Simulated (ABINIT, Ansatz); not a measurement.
Given: the input of a run of Ansatz 0.2.0 on CoO. Measurements of this composition are mostly on another form, of space group No. 225.

Contents of input.yaml:

```yaml
crystal:
  lattice:
    - [2.57052631, 0.0, 0.0]
    - [0.0, 2.57052631, 0.0]
    - [0.0, 0.0, 2.57052631]
  atoms:
    - { symbol: Co, position: [0.0, 0.0, 0.0], spin: 2.0 }
    - { symbol: O, position: [0.5, 0.5, 0.5] }
hamiltonian:
  xc: pbe
  pseudopotentials: { kind: paw }
magnetization:
  spin_polarized: true
kpoints:
  mp_grid: { grid: [10, 10, 10] }
scf:
  occupations: { method: fermi_dirac, width: 0.05 }
output:
  forces: true
  stress: true
  eigenvalues: true
```

Potentials or basis: Ansatz PAW.

Run with:

```bash
$ ansatz run input.yaml --threads 1 --pin off --max-ram 3584MiB --backend cpu --events-out ev --progress --plain --runs-dir out
```

**Question.** Set up the same calculation for ABINIT 10.8.3 (patched build). Potentials or basis there: JTH PAW PBE v2.0, cutoff 707 eV.

**Answer.** As run (cutoffs and basis follow the program's own potentials, and thresholds, step limits or extra output files can differ):

The input run.abi:

```
# Pseudopotentials
pp_dirpath "./"
pseudos "Co.GGA_PBE-JTH.xml, O.GGA_PBE-JTH.xml"

# Structure
acell 4.857590722 4.857590722 4.857590722
rprim
     1.0000000000     0.0000000000     0.0000000000
     0.0000000000     1.0000000000     0.0000000000
     0.0000000000     0.0000000000     1.0000000000
ntypat 2
znucl 27 8
natom 2
typat 1 2
xred
     0.0000000000     0.0000000000     0.0000000000
     0.5000000000     0.5000000000     0.5000000000

# Plane-wave basis
ecut 26.0
pawecutdg 48.0
pawxcdev 0

# k points
kptopt 1
ngkpt 10 10 10
nshiftk 1
shiftk 0.0 0.0 0.0

# Exchange and correlation
ixc 11

# Bands and occupations
nband 16
occopt 3
tsmear 0.05 eV

# Spin
nsppol 2
spinat
     0.0000000000     0.0000000000     3.0000000000
     0.0000000000     0.0000000000     0.0000000000

# SCF cycle
nstep 100
tolvrs 1.0e-9

# Output
iomode 3
prtwf 0
prteig 0
prtebands 0
enunit 1
prtden 1
prtvha 1
prtvclmb 1
prtpot 1
```

Potentials or basis: JTH PAW PBE v2.0.

Launch:

```bash
$ abinit run.abi > log 2>&1
```

Both were run:

|  | Ansatz | ABINIT |
| --- | --- | --- |
| Pressure | 11.7 GPa | 11.1 GPa |
| Net moment | 3.00 μB per cell | 3.00 μB per cell |

Ansatz's pressure holds a Pulay term of +0.79 GPa for its cutoff of 420 eV, which the other run lacks.

Where Ansatz's input types no cutoff or centring, it takes its own default and a Γ-centred mesh.

The magnetic state is the one that the start led to; the real crystal's order can differ.

The cell lies far from this level's equilibrium.

Pressure is positive in compression.
